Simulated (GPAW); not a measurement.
Write an ASE script for GPAW 26.7.0 that does the following.

```
Task                : single point
Functional          : PBE
Potentials or basis : GPAW PAW data sets (gpaw-data 1.2.1)
Cutoff              : 600 eV
Basis               : pw
k mesh              : 9 × 9 × 9
Occupations         : fermi-dirac, width 0.05 eV
Spin                : collinear spin, ferromagnetic start
Starting moments    : [4.0, 0.0] μB
Hubbard terms       : Fe d U = 3 eV
Maxiter             : 120
Convergence         : default
```

The system is FeO (Wuestite).

```
CELL_PARAMETERS angstrom
0.00000 2.15540 2.15540
2.15540 0.00000 2.15540
2.15540 2.15540 0.00000
ATOMIC_POSITIONS crystal
Fe 0.00000 0.00000 0.00000
O 0.50000 0.50000 0.50000
```

One way to write it, as run:

run.py

```python
from ase.dft.bandgap import bandgap
from ase.io import write
from ase.spacegroup import crystal
from ase.units import GPa
from gpaw import GPAW, PW

# Fe 4a
# O 4b
atoms = crystal(['Fe', 'O'],
                basis=[[0.0, 0.0, 0.0],
                       [0.5, 0.0, 0.0]],
                spacegroup=225, setting=1,  # Fm-3m
                cellpar=[4.3108, 4.3108, 4.3108, 90.0, 90.0, 90.0],
                primitive_cell=True)
atoms.set_initial_magnetic_moments([4.0, 0.0])

calc = GPAW(mode=PW(600),
            xc='PBE',
            kpts={'size': (9, 9, 9), 'gamma': True},
            occupations={'name': 'fermi-dirac', 'width': 0.05},
            setups={'Fe': ':d,3.0'},
            nbands=17,
            maxiter=120,
            txt='gpaw.txt')
atoms.calc = calc
energy = atoms.get_potential_energy()
forces = atoms.get_forces()
stress = atoms.get_stress()
calc.write('gs.gpw')
write('result.traj', atoms)
print(f'Energy: {energy:.6f} eV')
print('Forces (eV/A):')
print(forces.round(4))
print('Stress (GPa):', (stress / GPa).round(3))
print('Moments:', calc.get_magnetic_moments().round(3))
print('Fermi level:', round(calc.get_fermi_level(), 4), 'eV')
print(f'Gap: {bandgap(calc)[0]:.4f} eV, direct: {bandgap(calc, direct=True)[0]:.4f} eV')
```

Potentials or basis: GPAW PAW data sets (gpaw-data 1.2.1), pw.

Launch:

```console
$ OMP_NUM_THREADS=1 python run.py
```

It gave:

```
Pressure               : -2.6 GPa
Band gap on the k mesh : none (metal or under the smearing width)
Net moment             : 4.00 μB per cell
Site moments           : Fe +3.68; O +0.19 μB
```

Caveat: the cutoff is short for stress and forces, so pressures can be off by a GPa or more; a cell with one magnetic atom can't hold antiferromagnetic order, which such compounds often take.

Wall time 24 s on 1 thread of Arm Neoverse V1, with other jobs on the host, peak memory 0.15 GiB.
